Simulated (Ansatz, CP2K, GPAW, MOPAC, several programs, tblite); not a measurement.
BaTe (zincblende) from semi-empirical methods to plane-wave DFT

Zincblende BaTe, relaxed with r2SCAN in Ansatz, was computed with several methods. It is cubic, F-43m (No. 216); conventional cell a = 7.828 Å, 59.97 Å³ an atom. Around Ba lie 4 Te at 3.39 Å; around Te lie 4 Ba at 3.39 Å. Spin-unpolarised throughout. Whether this structure exists isn't addressed.

```cif
data_structure
_symmetry_space_group_name_H-M 'F-43m'
_symmetry_Int_Tables_number 216
_cell_length_a 7.8283
_cell_length_b 7.8283
_cell_length_c 7.8283
_cell_angle_alpha 90.000
_cell_angle_beta 90.000
_cell_angle_gamma 90.000
_cell_volume 479.74
loop_
_atom_site_label
_atom_site_type_symbol
_atom_site_symmetry_multiplicity
_atom_site_Wyckoff_symbol
_atom_site_fract_x
_atom_site_fract_y
_atom_site_fract_z
_atom_site_occupancy
Ba1 Ba 4 a 0.00000 0.00000 0.00000 1
Te1 Te 4 d 0.25000 0.25000 0.75000 1
```

Gaps and times are for a single point on this cell; volume and bulk modulus come from each method's own relaxation or energy curve at fixed shape. Times are rough, from shared hosts (Arm Neoverse V1), and each method has its own mesh and cell size. PM7 (MOPAC) and PM6 (MOPAC) and GFN1-xTB (tblite): levels, charges or heat of formation failed a check of plausibility, so no values are given. PM6 (MOPAC), PM7 (MOPAC), GFN1-xTB (tblite) treat a cluster of cells at its zone centre, which samples few k points: where these miss a band edge, the gap comes out too large for that reason alone. Gaps from k meshes are read at a limited set of points (mesh, symmetry points, PBE's band edges), so each method's own least gap may be somewhat smaller. xTB and the PM methods were fitted mostly to molecules, and can miss a solid's gap by electronvolts. Minimal bases can be far off for gaps. GLLB-SC's gap includes the derivative discontinuity. d marks a direct gap, i an indirect one (no mark: not told apart), a dash a value that wasn't computed or didn't pass its checks.

| method | kind | gap (eV) | own volume (Å³/atom) | bulk modulus (GPa) | atoms computed | processor time |
| --- | --- | --- | --- | --- | --- | --- |
| PM7 (MOPAC) | semi-empirical | – | – | – | 8 | 0.14 s |
| PM6 (MOPAC) | semi-empirical | – | – | – | 8 | 0.41 s |
| GFN1-xTB (tblite) | tight binding | – | – | – | 8 | 0.91 s |
| light PBE (260 eV and a coarse mesh) | light plane-wave | 2.55 i | – | – | 2 | 0.99 s |
| PBE | semilocal | 2.57 i | 59.97 | 19 | 2 | 4.8 s |
| PBE/SZV (CP2K) | small basis | 0.89 i | – | – | 2 | 5.8 s |
| r2SCAN | semilocal | 2.94 i | 59.97 | 20 | 2 | 11 s |
| PBE/DZVP (CP2K) | small basis | 2.56 i | 61.52 | 19 | 2 | 11 s |
| PBE/single zeta (GPAW) | small basis | 2.65 i | – | – | 2 | 12 s |
| GLLB-SC (GPAW) | model potential | 5.18 | – | – | 2 | 18 s |

Against r2SCAN (2.94 eV) and with closed or daggered gaps left aside, the nearest gap at the points sampled is that of PBE/single zeta (GPAW) (-0.29 eV) and the farthest that of GLLB-SC (GPAW) (+2.24 eV). r2SCAN is only a yardstick of convenience: semilocal gaps usually lie below measured ones, which GLLB-SC and hybrids aim to mend.

Volumes against r2SCAN's: PBE 0.0 %, PBE/DZVP (CP2K) +2.6 %.

Runs without a result: GFN2-xTB (tblite) (single point).

No spin-orbit coupling is included; it can move band edges with weight on the heavy atoms by tenths of an eV.
